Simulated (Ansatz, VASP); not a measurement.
**InP in VASP and in Ansatz**

```
In P
1.0
     0.00000    2.71231    2.71231
     2.71231    0.00000    2.71231
     2.71231    2.71231    0.00000
In P
1 1
Cartesian
  0.0000 0.0000 0.0000
  2.7123 2.7123 2.7123
```

Change from the starting cell: volume scaled by 0.94.

Alike in both runs: task single point; functional LDA; k mesh 8 × 8 × 8; occupations fermi-dirac, width 0.05 eV; no spin polarisation.

|  | VASP | Ansatz |
| --- | --- | --- |
| version | VASP 6.6.1 | Ansatz 0.2.0 |
| potentials or method | VASP PAW LDA potentials, release 64 (In_d, P), cutoff 520 eV | all-electron LAPW, scalar-relativistic |

```csv
,VASP,Ansatz,Ansatz less VASP
gap on the k mesh at the Fermi level (eV),none,none,-
pressure (GPa),-0.4,-0.5,-0.05
```

A gap of «none» marks a metal or a gap that the smearing closes. Ansatz ran all-electron here, so the differences hold the error of VASP's frozen core and of both bases.
